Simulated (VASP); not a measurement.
Input of a VASP 6.6.1 run:

File INCAR:

```
PREC     = Accurate       # precision mode
ENCUT    = 520            # plane-wave cutoff, eV
EDIFF    = 1E-6           # SCF threshold, eV
ISMEAR   = 0              # smearing method
SIGMA    = 0.03           # smearing width, eV
LREAL    = False          # projectors in reciprocal space
LASPH    = True           # aspherical terms in the spheres
NELM     = 80             # most SCF steps
ALGO     = Normal         # electronic algorithm
ISIF     = 2              # what is computed and relaxed
LWAVE    = False          # write WAVECAR
LCHARG   = False          # write CHGCAR
MAGMOM   = 0 0 0 0 0 0 0 0 0 # initial moments
LORBIT   = 11             # projections on sites
LSORBIT  = True           # spin-orbit coupling
GGA_COMPAT= False        
LMAXMIX  = 4              # l up to which the mixer works
LDIPOL   = True         
IDIPOL   = 3            
DIPOL    = 0.5 0.5 0.500
GGA      = PE             # functional
IVDW     = 12             # dispersion correction
NBANDS   = 37             # bands
LVHAR    = True         
LVACPOTAV= True
```

KPOINTS

```
regular mesh
0
Gamma
  9 9 1
```

File POSCAR:

```
Te2Pt                                   
1.0
    3.9709726310      0.0000000000      0.0000000000
   -1.9854863155      3.4389631770      0.0000000000
    0.0000000000      0.0000000000     20.6005000000
  Te              Pt            
     2     1
Direct
     0.6666666699999979    0.3333333300000021    0.4316785320576599
     0.3333333300000021    0.6666666699999979    0.5683214679423401
     0.0000000000000000    0.0000000000000000    0.5000000000000000
```

File KPOINTS_OPT:

```
explicit points
67
Reciprocal
 0.0000000000  0.0000000000  0.0000000000 1
 0.0357142900  0.0000000000  0.0000000000 1
 0.0714285700  0.0000000000  0.0000000000 1
 0.1071428600  0.0000000000  0.0000000000 1
 0.1428571400  0.0000000000  0.0000000000 1
 0.1785714300  0.0000000000  0.0000000000 1
 0.2142857100  0.0000000000  0.0000000000 1
 0.2500000000  0.0000000000  0.0000000000 1
 0.2857142900  0.0000000000  0.0000000000 1
 0.3214285700  0.0000000000  0.0000000000 1
 0.3571428600  0.0000000000  0.0000000000 1
 0.3928571400  0.0000000000  0.0000000000 1
 0.4285714300  0.0000000000  0.0000000000 1
 0.4642857100  0.0000000000  0.0000000000 1
 0.5000000000  0.0000000000  0.0000000000 1
 0.4791666700  0.0416666700  0.0000000000 1
 0.4583333300  0.0833333300  0.0000000000 1
 0.4375000000  0.1250000000  0.0000000000 1
 0.4166666700  0.1666666700  0.0000000000 1
 0.3958333300  0.2083333300  0.0000000000 1
 0.3750000000  0.2500000000  0.0000000000 1
 0.3541666700  0.2916666700  0.0000000000 1
 0.3333333300  0.3333333300  0.0000000000 1
 0.3137254900  0.3137254900  0.0000000000 1
 0.2941176500  0.2941176500  0.0000000000 1
 0.2745098000  0.2745098000  0.0000000000 1
 0.2549019600  0.2549019600  0.0000000000 1
 0.2352941200  0.2352941200  0.0000000000 1
 0.2156862700  0.2156862700  0.0000000000 1
 0.1960784300  0.1960784300  0.0000000000 1
 0.1764705900  0.1764705900  0.0000000000 1
 0.1568627500  0.1568627500  0.0000000000 1
 0.1372549000  0.1372549000  0.0000000000 1
 0.1176470600  0.1176470600  0.0000000000 1
 0.0980392200  0.0980392200  0.0000000000 1
 0.0784313700  0.0784313700  0.0000000000 1
 0.0588235300  0.0588235300  0.0000000000 1
 0.0392156900  0.0392156900  0.0000000000 1
 0.0196078400  0.0196078400  0.0000000000 1
 0.0000000000  0.0000000000  0.0000000000 1
 0.0000000000  0.0000000000  0.0000000000 1
 0.0076585400 -0.0038292700  0.0000000000 1
-0.0076585400  0.0038292700  0.0000000000 1
 0.0223374000 -0.0111687000  0.0000000000 1
-0.0223374000  0.0111687000  0.0000000000 1
-0.0000000000  0.0066324900  0.0000000000 1
 0.0000000000 -0.0066324900  0.0000000000 1
-0.0000000000  0.0193447500  0.0000000000 1
 0.0000000000 -0.0193447500  0.0000000000 1
 0.5000000000  0.0000000000  0.0000000000 1
 0.5076585400 -0.0038292700  0.0000000000 1
 0.4923414600  0.0038292700  0.0000000000 1
 0.5223374000 -0.0111687000  0.0000000000 1
 0.4776626000  0.0111687000  0.0000000000 1
 0.5000000000  0.0066324900  0.0000000000 1
 0.5000000000 -0.0066324900  0.0000000000 1
 0.5000000000  0.0193447500  0.0000000000 1
 0.5000000000 -0.0193447500  0.0000000000 1
 0.3333333300  0.3333333300  0.0000000000 1
 0.3409918700  0.3295040600  0.0000000000 1
 0.3256747900  0.3371626000  0.0000000000 1
 0.3556707300  0.3221646300  0.0000000000 1
 0.3109959300  0.3445020300  0.0000000000 1
 0.3333333300  0.3399658200  0.0000000000 1
 0.3333333300  0.3267008400  0.0000000000 1
 0.3333333300  0.3526780800  0.0000000000 1
 0.3333333300  0.3139885800  0.0000000000 1
```

Potentials or basis: VASP PAW PBE potentials, release 64 (Te, Pt).

The run is started by

```console
$ cat potpaw_PBE.64/Te/POTCAR potpaw_PBE.64/Pt/POTCAR > POTCAR
$ mpirun -np 1 vasp_ncl > vasp.out
```

**Question.** Estimate the dispersion energy per atom.

**Answer.** -0.346 eV.

**Question.** What does it give for the largest force?

**Answer.** 0.028 eV/Å.

Forces in eV/Å, atoms in the order of the input:
```
Te   0.000  0.000 -0.028
Te   0.000  0.000  0.028
Pt   0.000  0.000  0.000
```
